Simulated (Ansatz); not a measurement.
# TiAl (P-6m2) in Ansatz: further runs, part 2 of 2

Ansatz 0.2.0.

**3. Relaxation of cell and atoms, r2SCAN**

Input file input.yaml:

```yaml
crystal:
  lattice:
    - [2.8672622327, 0.0, 0.0]
    - [-1.4336311163, 2.4831219328, 0.0]
    - [0.0, 0.0, 4.678083]
  atoms:
    - { symbol: Ti, position: [0.0, 0.0, 0.0] }
    - { symbol: Al, position: [0.3333333333, 0.6666666667, 0.5] }
hamiltonian:
  xc: r2scan
  pseudopotentials: { kind: paw }
kpoints:
  mp_grid: { grid: [11, 11, 6] }
scf:
  occupations: { method: fermi_dirac, width: 0.05 }
output:
  forces: true
  stress: true
  eigenvalues: true
relax:
  f_tol: 0.01
  max_steps: 40
  cell: { stress_tol: 0.05 }
```

Potentials or basis: Ansatz PAW.

Started as:

```console
$ ansatz run input.yaml --threads 2 --pin off --max-ram 5632MiB --backend cpu --events-out ev --progress --plain --runs-dir out
```

Output:

```text
Warning: RAYON_NUM_THREADS=2 ignored (pool sized by the plan → 2); use --threads N
Engine: ansatz 0.2.0, aarch64-unknown-linux-gnu
Pseudopotentials: kind: paw
Pseudopotential: Ti, paw, valence charge 12, recommended cutoff 500 eV (meta_gga), Ti.paw.azcp
Pseudopotential: Al, paw, valence charge 3, recommended cutoff 500 eV (meta_gga), Al.paw.azcp
Functional definition: r2SCAN
  parameter k0 = 0.174
  parameter k1 = 0.065
  parameter a1 = 4.9479
  exchange = r2scan_x(k0 = k0, k1 = k1, a1 = a1)
  correlation = r2scan_c
Crystal: 2 atoms, lattice volume = 33.307 Å³
Basis set: ecut = 500 eV, 833 PW (Γ), exchange–correlation on 96×96×144 points (64 copies of the dense FFT grid, shifted against one another)
Bands: 12, of which v1, the nominal top of the filled ones, is band 8 counted from 1 (7 counted from 0)
Symmetry: 12 space group operations
Space group: P-6m2 (ITA 187), of the structure as read, at distance tolerance 3.2e-5 Å
k-points: 64 of 726 (time reversal used)
Non-local potential: Ti, projectors of the file, l = 0: 3, l = 1: 2, l = 2: 3, l = 3: 1
Non-local potential: Al, projectors of the file, l = 0: 2, l = 1: 2, l = 2: 1
PAW form: soft (Blöchl's): semilocal exchange-correlation on the pseudo side does not see the compensation charge
PAW frozen core: Ti, regenerated for the run's functional (the file was generated under x = pbe(κ = 0.804, μ = 0.2195149727645171), c = pbe(β = 0.06672455060314922))
PAW frozen core: Al, regenerated for the run's functional (the file was generated under x = pbe(κ = 0.804, μ = 0.2195149727645171), c = pbe(β = 0.06672455060314922))
PAW one-centre angular grid: Ti, 590 points (default); XC on 160 Gauss nodes
PAW one-centre angular grid: Al, 302 points (default); XC on 160 Gauss nodes
Initial density: superposition of atomic densities (neutral atoms: chi_scale 0, normalization atom), corrected by the library's trained network
Initial wavefunctions: pseudopotential atomic-orbital guess
Functional: x = r2scan, c = r2scan; τ floored in thin density (d = 2e-4 eV/Å³)
SCF iter   1: F=—  HF=-3045.325451 eV  |F-HF|=—  |Δ(HF+E_count)|=         —  Δρ=1.81e-2  dr2=1.64e-1  dr2_τ=1.40e-2  ethr=1.77e-3  ⟨swp⟩=5.0  Hψ=3934  notcnv=0
preconditioner: auto → none  [metal: Δε(μ)=0.026 eV  Ē_g=5.587 eV  σ=0.050 eV  W_gap=0.13  n_scr=2 (ndim 8)  ℏωp=17.0 eV  f_vac=0.000  D(μ)=2.48/eV (n_scr^D=22)  sad-step TF]
SCF iter   2: F=—  HF=-3045.330679 eV  |F-HF|=—  |Δ(HF+E_count)|=   5.23e-3  Δρ=3.73e-3  dr2=3.31e-3  dr2_τ=1.90e-3  ethr=1.09e-3  ⟨swp⟩=2.9  Hψ=1885  notcnv=0  defer=4
SCF iter   3: F=—  HF=-3045.331478 eV  |F-HF|=—  |Δ(HF+E_count)|=   7.99e-4  Δρ=2.00e-3  dr2=8.68e-4  dr2_τ=1.24e-4  ethr=2.21e-5  ⟨swp⟩=2.8  Hψ=1354  notcnv=0  defer=4
SCF iter   4: F=—  HF=-3045.332030 eV  |F-HF|=—  |Δ(HF+E_count)|=   5.53e-4  Δρ=6.14e-4  dr2=3.62e-4  dr2_τ=4.54e-6  ethr=5.79e-6  ⟨swp⟩=2.9  Hψ=1480  notcnv=0  defer=4
[... 48 lines left out ...]
SCF converged after 5 iterations
Free energy (F): -3045.335267 eV
Harris-Foulkes:  -3045.335267 eV  (|F-HF|=6.37e-12)
Internal energy: -3045.313178 eV  (E = F + TS)
E sigma→0 (E₀):  -3045.324223 eV
Entropy (-TS):   -0.022088 eV (-11.044 meV/atom)
Fermi energy:    10.471942 eV
--- Per-component energies (eV) ---
  E_band       = -182.842215
  E_kinetic    = 295.855205
  E_local      = -1141.320684  (includes V_loc(G=0)·N_el)
  E_nonlocal   = 17.105386
  E_hartree    = 491.492706
  E_xc         = -129.884243
  E_vxc        = -164.230078  (∫ρ·V_xc dr)
  E_paw        = -1529.953273  (= ΣΔE_a)
  E_vpaw       = -183.556871  (= ΣTr[D̂ρ^β])
  E_aug_tail   = 0.000088  (compensation charges beyond the density's cutoff)
  E_vtau       = 10.319347  (kinetic-family band-sum trace: ∫τ·v_τ [+ j·A + Jᵃ·Aᵃ] dr)
  E_ewald      = -1048.294799
  E_core_change = -0.313565  (= ΣΔE_core)
  E_smearing   = -0.022088  (= −TS)
  E_closure    = 0.000000  (closes the sum)
  Σ components = -3045.335267   (vs F -3045.335267, Δ=0.00e0)
--- Forces (eV/Å), atoms counted from 1 ---
  atom   1  Ti     0.00000000    -0.00000000    -0.00000000
  atom   2  Al     0.00000000    -0.00000000     0.00000000
  max |Σ_I F_I| component: 9.95e-17 eV/Å
--- Stress (GPa, compression-positive) ---
       -0.004270      -0.000000       0.000000
       -0.000000      -0.004270      -0.000000
        0.000000      -0.000000      -0.002566
  P = ⅓ Tr σ = -0.0037 GPa (-0.037 kbar)
--- Band table (eV; the first three rows and the last of 64) ---
  k-point 0: bands = ["-48.3840", "-23.6479", "-23.2242", "-23.2242", "1.0489", "8.1218", "8.5463", "11.9179", "11.9179", "13.5215", "13.5215", "14.9398"]
  k-point 1: bands = ["-48.3839", "-23.6493", "-23.2242", "-23.2242", "1.2358", "6.8739", "9.4343", "11.9216", "11.9216", "13.4991", "13.4991", "15.5252"]
  k-point 2: bands = ["-48.3839", "-23.6521", "-23.2242", "-23.2242", "1.7102", "5.5151", "9.9879", "11.9291", "11.9291", "13.4551", "13.4551", "16.9275"]
  k-point 63: bands = ["-48.2759", "-23.6863", "-23.5707", "-23.5430", "7.8638", "8.6867", "9.6475", "10.1462", "10.4614", "11.8704", "14.1520", "15.6973"]
--- Relaxed structure (4 steps of the walk, 4 accepted, 1 SCFs on fresh bases) ---
  F+E_penalty+E_count = -3045.33526689 eV   max|allowed force component| = 3.816e-17 eV/Å   (the final SCF, on the basis selected at the relaxed cell)
  cell:  # Å, volume = 33.0547 Å³
    - [2.874408263068907, -2.8939367278346792e-11, 5.344873894093954e-30]
    - [-1.4372041315093913, 2.489310576680047, -4.597364312390966e-19]
    - [3.7336707498151937e-34, -8.661214558278666e-19, 4.619615919684166]
  atoms:
    - { symbol: Ti, position: [3.0814879110195774e-33, -3.700743415524894e-17, -1.734681934407028e-34] }
    - { symbol: Al, position: [0.3333333333333333, 0.6666666666666665, 0.5] }
```

Run time: 13 s. Hardware: 2 threads of Arm Neoverse V2, shared host; peak memory 0.43 GiB.

What came out:

```yaml
Free_energy: -3045.3353 eV
Relaxed_volume: 16.53 Å³/atom
Relaxed_cell: a = 2.874 Å, b = 2.874 Å, c = 4.620 Å, α = 90.00°, β = 90.00°, γ = 120.00°
Space_group_after_relaxing_to_0.05_Å: P-6m2 (No. 187)
Energy_gained_by_relaxing: 1.6 meV/atom
Ionic_steps: 5
Pressure_after_relaxing: 0.0 GPa
Band_gap_on_the_k_mesh: none (metal or under the smearing width)
```

Step by step:
```
step  energy change (eV)  largest force (eV/Å)  volume (Å³)
   1              0.0000                0.0000        33.31
   2             -0.0021                0.0000        32.74
   3             -0.0033                0.0000        33.09
   4             -0.0034                0.0000        33.05
   5             -0.0033                0.0000        33.05
```

Final structure:
```xyz
2
Lattice="2.8744 0.0000 0.0000 -1.4372 2.4893 0.0000 0.0000 0.0000 4.6196" Properties=species:S:1:pos:R:3 pbc="T T T"
Ti    0.0000    0.0000    0.0000
Al    0.0000    1.6595    2.3098
```

Levels at points of the mesh, in eV from the Fermi level:
```
            k point  band 4  band 5  band 6  band 7  band 8  band 9  band 10  band 11
 (0.00, 0.00, 0.00)  -33.70   -9.42   -2.35   -1.93    1.45    1.45     3.05     3.05
(0.00, 0.00, -0.50)  -33.70   -8.43   -5.61   -0.32    1.46    1.46     2.96     2.96
```

Caveat: the plane-wave basis is chosen anew once the cell has moved, so the energies of steps on either side of that aren't comparable; the PAW data sets come from PBE, with cores solved anew for the run's functional, which leaves a small shift of forces and pressure.
